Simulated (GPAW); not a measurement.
# Mg (P6_3/mmc) in GPAW: relaxation of cell and atoms with PBEsol

Aim: the relaxation of cell and atoms of Mg with PBEsol.

Everything below comes from runs of GPAW 26.7.0. Logs are shortened: lines on timing, memory, paths and dates and some standing lists are left out, and cuts for length are marked. The log counts tension as positive stress, the text compression.

## 1. Starting point

Symmetry: P6_3/mmc, No. 194, hexagonal system. Conventional cell: a = 3.209 Å, b = 3.209 Å, c = 5.210 Å, α = 90.00°, β = 90.00°, γ = 120.00°. Mg (site symmetry -6m2) is surrounded by 12 Mg at 3.20 to 3.21 Å.

## 2. Relaxation of cell and atoms, PBEsol

run.py

```python
from ase import Atoms
from ase.filters import FrechetCellFilter
from ase.io import write
from ase.optimize import BFGS
from gpaw import GPAW, PW, setup_paths

setup_paths.insert(0, '.')

atoms = Atoms(['Mg', 'Mg'],
              cell=[[3.2093, 0.0, 0.0],
                    [-1.60465, 2.7793353284, 0.0],
                    [0.0, 0.0, 5.2103]],
              scaled_positions=[[0.6666666667, 0.3333333333, 0.75],
                                [0.3333333333, 0.6666666667, 0.25]],
              pbc=True)

calc = GPAW(mode=PW(800),
            xc='PBEsol',
            kpts={'size': (10, 10, 5), 'gamma': True},
            occupations={'name': 'fermi-dirac', 'width': 0.05},
            nbands=19,
            convergence={'density': 1e-05, 'forces': 0.0001},
            maxiter=150,
            txt='gpaw.txt')
atoms.calc = calc
opt = BFGS(FrechetCellFilter(atoms), trajectory='relax.traj', logfile='-')
done = opt.run(fmax=0.01, steps=60)
calc.write('gs.gpw')
write('result.traj', atoms)
print('Converged:', done)
print('Cell:', atoms.cell.cellpar().round(4))
print('Volume:', round(atoms.get_volume(), 4))
print(atoms.get_scaled_positions().round(5))
```

Potentials or basis: PAW data sets generated in the run's folder for this functional, pw.

The run is started by

```sh
$ gpaw-setup -f PBEsol Mg
$ OMP_NUM_THREADS=1 python run.py
```

gpaw.txt:

```text
__  _  _
 | _ |_)|_||  |
 |__||  | ||/\| - 26.7.0

Input parameters:
  mode=PW(ecut=800.0),
  convergence={'density': 1e-05, 'forces': 0.0001},
  kpts=MonkhorstPack(size=(10, 10, 5), gamma=True),
  maxiter=150,
  nbands=19,
  occupations=Occupations(name='fermi-dirac', width=0.05),
  xc=XC(name='PBEsol')

Diagonalizing LCAO Hamiltonian
Converting LCAO to pw mode

           Mg

        Mg

Atoms  # Å, Bohr magnetons
|   | symbol |         x |        y |        z |    initial magnetic moments |
|---|--------|-----------|----------|----------|-----------------------------|
| 0 |     Mg |  1.604650 | 0.926445 | 3.907725 | ( 0.0000,  0.0000,  0.0000) |
| 1 |     Mg | -0.000000 | 1.852890 | 1.302575 | ( 0.0000,  0.0000,  0.0000) |

Unit cell  # Å
| periodic |         x |        y |        z |  lengths |     angles |
|----------|-----------|----------|----------|----------|------------|
|      yes |  3.209300 | 0.000000 | 0.000000 | 3.209300 |  90.000000 |
|      yes | -1.604650 | 2.779335 | 0.000000 | 3.209300 |  90.000000 |
|      yes |  0.000000 | 0.000000 | 5.210300 | 5.210300 | 120.000000 |

Number of symmetries: 12
Symmetry operations  # r_c * U_cc + t_c -> r_c
|    | kind |            matrix            |
|----|------|------------------------------|
|  0 |  σ   |  1, 1, 0,  0,-1, 0,  0, 0, 1 |
|  1 |  S6  |  1, 1, 0, -1, 0, 0,  0, 0,-1 |
|  2 |  E   |  1, 0, 0,  0, 1, 0,  0, 0, 1 |
|  3 |  C2  |  1, 0, 0, -1,-1, 0,  0, 0,-1 |
|  4 |  C2  |  0, 1, 0,  1, 0, 0,  0, 0,-1 |
|  5 |  C3  |  0, 1, 0, -1,-1, 0,  0, 0, 1 |
|  6 |  S6  |  0,-1, 0,  1, 1, 0,  0, 0,-1 |
|  7 |  σ   |  0,-1, 0, -1, 0, 0,  0, 0, 1 |
|  8 |  σ   | -1, 0, 0,  1, 1, 0,  0, 0, 1 |
[... 165 lines left out ...]
No gap
No difference between direct/indirect transitions

Stress tensor  # eV/Ang^3
|        x |         y |        z |
|----------|-----------|----------|
| 0.009079 | -0.000000 | 0.000000 |
| 0.000000 |  0.009079 | 0.000000 |
| 0.000000 | -0.000000 | 0.001888 |

Forces  # eV/Ang
|        x |        y |        z |
|----------|----------|----------|
|  0.00000 | -0.00000 | -0.00001 |  # Mg   0
| -0.00000 |  0.00000 |  0.00001 |  # Mg   1
[... 196 lines left out ...]
No gap
No difference between direct/indirect transitions

Stress tensor  # eV/Ang^3
|        x |         y |         z |
|----------|-----------|-----------|
| 0.008399 |  0.000000 |  0.000000 |
| 0.000000 |  0.008399 | -0.000000 |
| 0.000000 | -0.000000 |  0.001154 |

Forces  # eV/Ang
|        x |       y |        z |
|----------|---------|----------|
|  0.00000 | 0.00000 | -0.00001 |  # Mg   0
| -0.00000 | 0.00000 |  0.00001 |  # Mg   1
[... 7 lines left out ...]
Atoms  # Å, Bohr magnetons
|   | symbol |         x |        y |        z |    initial magnetic moments |
|---|--------|-----------|----------|----------|-----------------------------|
| 0 |     Mg |  1.575435 | 0.909578 | 3.897338 | ( 0.0000,  0.0000,  0.0000) |
| 1 |     Mg | -0.000000 | 1.819156 | 1.299115 | ( 0.0000,  0.0000,  0.0000) |

Unit cell  # Å
| periodic |         x |         y |        z |  lengths |     angles |
|----------|-----------|-----------|----------|----------|------------|
|      yes |  3.150870 | -0.000000 | 0.000000 | 3.150870 |  90.000000 |
|      yes | -1.575435 |  2.728734 | 0.000000 | 3.150870 |  90.000000 |
|      yes |  0.000000 |  0.000000 | 5.196453 | 5.196453 | 120.000000 |

Number of symmetries: 12
Symmetry operations  # r_c * U_cc + t_c -> r_c
|    | kind |            matrix            |
|----|------|------------------------------|
|  0 |  σ   |  1, 1, 0,  0,-1, 0,  0, 0, 1 |
|  1 |  S6  |  1, 1, 0, -1, 0, 0,  0, 0,-1 |
|  2 |  E   |  1, 0, 0,  0, 1, 0,  0, 0, 1 |
|  3 |  C2  |  1, 0, 0, -1,-1, 0,  0, 0,-1 |
|  4 |  C2  |  0, 1, 0,  1, 0, 0,  0, 0,-1 |
|  5 |  C3  |  0, 1, 0, -1,-1, 0,  0, 0, 1 |
|  6 |  S6  |  0,-1, 0,  1, 1, 0,  0, 0,-1 |
|  7 |  σ   |  0,-1, 0, -1, 0, 0,  0, 0, 1 |
|  8 |  σ   | -1, 0, 0,  1, 1, 0,  0, 0, 1 |
[... 165 lines left out ...]
No gap
No difference between direct/indirect transitions

Stress tensor  # eV/Ang^3
|         x |         y |         z |
|-----------|-----------|-----------|
| -0.000268 |  0.000000 |  0.000000 |
|  0.000000 | -0.000268 |  0.000000 |
|  0.000000 |  0.000000 | -0.006271 |

Forces  # eV/Ang
|        x |       y |        z |
|----------|---------|----------|
|  0.00000 | 0.00000 |  0.00001 |  # Mg   0
| -0.00000 | 0.00000 | -0.00001 |  # Mg   1
[... 7 lines left out ...]
Atoms  # Å, Bohr magnetons
|   | symbol |         x |        y |        z |    initial magnetic moments |
|---|--------|-----------|----------|----------|-----------------------------|
| 0 |     Mg |  1.576850 | 0.910395 | 3.901326 | ( 0.0000,  0.0000,  0.0000) |
| 1 |     Mg | -0.000000 | 1.820789 | 1.300444 | ( 0.0000,  0.0000,  0.0000) |

Unit cell  # Å
| periodic |         x |        y |         z |  lengths |     angles |
|----------|-----------|----------|-----------|----------|------------|
|      yes |  3.153699 | 0.000000 | -0.000000 | 3.153699 |  90.000000 |
|      yes | -1.576850 | 2.731184 |  0.000000 | 3.153699 |  90.000000 |
|      yes | -0.000000 | 0.000000 |  5.201770 | 5.201770 | 120.000000 |

Number of symmetries: 12
Symmetry operations  # r_c * U_cc + t_c -> r_c
|    | kind |            matrix            |
|----|------|------------------------------|
|  0 |  σ   |  1, 1, 0,  0,-1, 0,  0, 0, 1 |
|  1 |  S6  |  1, 1, 0, -1, 0, 0,  0, 0,-1 |
|  2 |  E   |  1, 0, 0,  0, 1, 0,  0, 0, 1 |
|  3 |  C2  |  1, 0, 0, -1,-1, 0,  0, 0,-1 |
|  4 |  C2  |  0, 1, 0,  1, 0, 0,  0, 0,-1 |
|  5 |  C3  |  0, 1, 0, -1,-1, 0,  0, 0, 1 |
|  6 |  S6  |  0,-1, 0,  1, 1, 0,  0, 0,-1 |
|  7 |  σ   |  0,-1, 0, -1, 0, 0,  0, 0, 1 |
|  8 |  σ   | -1, 0, 0,  1, 1, 0,  0, 0, 1 |
[... 162 lines left out ...]
No gap
No difference between direct/indirect transitions

Stress tensor  # eV/Ang^3
|        x |        y |         z |
|----------|----------|-----------|
| 0.000403 | 0.000000 |  0.000000 |
| 0.000000 | 0.000403 |  0.000000 |
| 0.000000 | 0.000000 | -0.005588 |

Forces  # eV/Ang
|       x |       y |        z |
|---------|---------|----------|
| 0.00000 | 0.00000 | -0.00000 |  # Mg   0
| 0.00000 | 0.00000 |  0.00000 |  # Mg   1

Interpolating wave functions to new cell

           Mg
[... 193 lines left out ...]
No gap
No difference between direct/indirect transitions

Stress tensor  # eV/Ang^3
|         x |        y |         z |
|-----------|----------|-----------|
|  0.001551 | 0.000000 |  0.000000 |
| -0.000000 | 0.001551 |  0.000000 |
|  0.000000 | 0.000000 | -0.002703 |

Forces  # eV/Ang
|        x |        y |        z |
|----------|----------|----------|
|  0.00000 | -0.00000 |  0.00000 |  # Mg   0
| -0.00000 |  0.00000 | -0.00000 |  # Mg   1
[... 416 lines left out ...]
Forces  # eV/Ang
|        x |       y |        z |
|----------|---------|----------|
| -0.00000 | 0.00000 |  0.00001 |  # Mg   0
|  0.00000 | 0.00000 | -0.00001 |  # Mg   1

# Writing to gs.gpw (mode='')
```

Run time: 3.7 min. Hardware: 1 thread of Arm Neoverse V1, shared host; peak memory 0.36 GiB.

Results:

```yaml
Free_energy: -3.6796 eV
Relaxed_volume: 22.59 Å³/atom
Relaxed_cell: a = 3.149 Å, b = 3.149 Å, c = 5.261 Å, α = 90.00°, β = 90.00°, γ = 120.00°
Space_group_after_relaxing_to_0.05_Å: P6_3/mmc (No. 194)
Energy_gained_by_relaxing: 5.6 meV/atom
Ionic_steps: 7
Pressure_after_relaxing: 0.0 GPa
Band_gap_on_the_k_mesh: none (metal or under the smearing width)
```

The path:
```tsv
step	energy change (eV)	largest force (eV/Å)	pressure (GPa)	volume (Å³)
1	0.0000	0.0000	-1.07	46.47
2	-0.0013	0.0000	-0.96	46.32
3	-0.0086	0.0000	0.36	44.68
4	-0.0088	0.0000	0.26	44.80
5	-0.0101	0.0000	-0.02	45.14
6	-0.0110	0.0000	-0.11	45.26
7	-0.0111	0.0000	-0.04	45.17
```

Final structure:
```xyz
2
Lattice="3.1488 0.0000 0.0000 -1.5744 2.7269 0.0000 0.0000 0.0000 5.2610" Properties=species:S:1:pos:R:3 pbc="T T T"
Mg    1.5744    0.9090    3.9457
Mg    0.0000    1.8180    1.3152
```

Caveat: later steps reuse the first step's grids.
